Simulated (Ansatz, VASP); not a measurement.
# Two plane-wave programs on GaAs

```
Ga As
1.0
     0.00000    2.87296    2.87296
     2.87296    0.00000    2.87296
     2.87296    2.87296    0.00000
Ga As
1 1
Direct
  0.00000 0.00000 0.00000
  0.25000 0.25000 0.25000
```

Alike in both runs: functional PBE; k mesh 10 × 10 × 10; occupations gaussian, width 0.01 eV; no spin polarisation.

Ansatz relaxed the structure, and its values are those at the end. VASP's run is a single point on that final structure, the one shown.

|  | VASP | Ansatz |
| --- | --- | --- |
| version | VASP 6.6.1 | Ansatz 0.2.0 |
| potentials or method | VASP PAW PBE potentials, release 64 (Ga_d, As) | scalar-relativistic, plane waves, PAW |
| plane-wave cutoff (eV) | 520 | 420 |
| valence electrons in the cell | 18 | 28 |

|  | VASP | Ansatz | Ansatz less VASP |
| --- | --- | --- | --- |
| gap on the k mesh at the Fermi level (eV) | 0.16 | 0.16 | -0.003 |
| least direct gap on the mesh (eV) | 0.16 | 0.16 | -0.003 |
| pressure (GPa) | 0.1 | 0.0 | -0.15 |

The two sets of potentials don't hold the same shells in valence.

A hybrid or GW would open this gap; PBE tends to underestimate it.
